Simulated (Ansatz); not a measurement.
A run of Ansatz 0.2.0:

File input.yaml:

```yaml
crystal:
  lattice: { a: 3.42817868, b: 3.42817868, c: 3.42817868, alpha: 90.0, beta: 90.0, gamma: 90.0 }
  space_group: 225
  setting: { hermann_mauguin: Fm-3m }
  reduce_to_primitive: true
  atoms:
    - { symbol: Ni, position: [0.0, 0.0, 0.0], spin: 1.0 }
kpoints:
  mp_grid: { grid: [13, 13, 13] }
scf:
  occupations: { method: tetrahedron }
hamiltonian:
  xc: { exchange: b88, correlation: pbe }
  pseudopotentials:
    kind: all_electron
    lapw: { basis_error: 0.002, muffin_tin_radii: { Ni: 1.176 } }
magnetization:
  spin_polarized: true
  spin_locking: { lock_spins: true }
output:
  eigenvalues: true
  optics:
    e_range: [0, 14]
    de: 0.1
    sigma: 0.15
    nscf_kmesh: { grid: [13, 13, 13] }
```

Potentials or basis: all-electron LAPW, scalar-relativistic.

Command:

```console
$ ansatz run input.yaml --threads 2 --pin off --max-ram 6144MiB --backend cpu --events-out ev --progress --plain --runs-dir out
```

Hardware: 2 threads of Intel(R) Xeon(R) 6975P-C (Granite Rapids), on a shared host.

Task: Estimate the wall time of this run.

Result: Wall time 18 s on 2 threads of Intel(R) Xeon(R) 6975P-C (Granite Rapids), on a shared host, peak memory 0.34 GiB. Counts: scf iterations 26, plane waves 137, k points 84, bands 14.
